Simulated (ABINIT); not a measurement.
Crystal: Ni.

```
Ni
1.0
     0.00000    1.73757    1.73757
     1.73757    0.00000    1.73757
     1.73757    1.73757    0.00000
Ni
1
Direct
  0.00000 0.00000 0.00000
```

Base run:

| Quantity | Value |
| --- | --- |
| Program | ABINIT 10.8.3 (patched build) |
| Functional | PW91 |
| Potentials or basis | JTH PAW PBE v2.0 |
| Cutoff | 1333 eV |
| k mesh | 13 × 13 × 13 |
| Occupations | fermi-dirac, width 0.05 eV |
| Spin | collinear spin, ferromagnetic start |
| Starting moments | [1.0] μB |

Its results: band gap on the k mesh none (metal or under the smearing width); pressure 8.3 GPa; net moment 0.62 μB per cell; site moments Ni +0.66 μB.

Q: After a change of settings the same cell gave: band gap on the k mesh none (metal or under the smearing width); pressure 18.9 GPa; net moment 0.62 μB per cell; site moments Ni +0.65 μB. Which change was it?
A. functional from PW91 to LDA
B. functional from PW91 to WC
C. functional from PW91 to BLYP
D. functional from PW91 to AM05

A: C.

BLYP binds less tightly than PW91, so the same cell stands under more pressure.

Caveats: the PAW data sets were made with another functional, which shifts forces and pressure a little.

Runs at the PBE level aren't shown here.
